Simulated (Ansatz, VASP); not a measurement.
**CdF2: VASP beside Ansatz**

INCAR

```
SYSTEM = CdF2
PREC = Accurate
ENCUT = 520
EDIFF = 1E-6
ISMEAR = 0
SIGMA = 0.02
LREAL = .False.
LASPH = .True.
NELM = 60
ALGO = Normal
ISIF = 2
LWAVE = .False.
LCHARG = .True.
GGA = PE
LELF = .True.
LVHAR = .True.
NBANDS = 20
```

The input KPOINTS:

```
Automatic mesh
0
Gamma
  8 8 8
  0 0 0
```

POSCAR

```
CdF2
1.0
    0.0000000000      2.7135894327      2.7135894327
    2.7135894327      0.0000000000      2.7135894327
    2.7135894327      2.7135894327      0.0000000000
Cd F
1 2
Direct
    0.0000000000      0.0000000000      0.0000000000
    0.2500000000      0.2500000000      0.2500000000
    0.7500000000      0.7500000000      0.7500000000
```

Input for Ansatz:

```yaml
crystal:
  lattice:
    - [0.0, 2.7135894327, 2.7135894327]
    - [2.7135894327, 0.0, 2.7135894327]
    - [2.7135894327, 2.7135894327, 0.0]
  atoms:
    - { symbol: Cd, position: [0.0, 0.0, 0.0] }
    - { symbol: F, position: [0.25, 0.25, 0.25] }
    - { symbol: F, position: [0.75, 0.75, 0.75] }
basis:
  ecutwfc: 420
kpoints:
  mp_grid: { grid: [8, 8, 8] }
  band_path: { path: [VBM, CBM], npoints: 2 }
hamiltonian:
  xc: pbe
scf:
  occupations: { method: gaussian, width: 0.02 }
output:
  forces: true
  stress: true
  eigenvalues: true
checkpoint:
  read: start.run
  write: ck
  compress: false
  write_wavefunctions: false
  write_every: 100000
```

Alike in both runs: task single point; functional PBE; k mesh 8 × 8 × 8; occupations gaussian, width 0.02 eV; no spin polarisation.

```csv
,VASP,Ansatz
version,VASP 6.6.1,Ansatz 0.2.0
potentials or method,"VASP PAW PBE potentials, release 64 (Cd, F)","scalar-relativistic, plane waves, PAW"
plane-wave cutoff (eV),520,420
valence electrons in the cell,26,34
```

```csv
,VASP,Ansatz,Ansatz less VASP
gap on the k mesh at the Fermi level (eV),2.99,3.02,+0.031
least direct gap on the mesh (eV),3.52,3.55,+0.029
pressure (GPa),3.7,3.0,-0.66
```

The two sets of potentials don't hold the same shells in valence.

A k mesh can miss the band edges. PBE gaps usually lie below the measured ones, often by a third to a half.
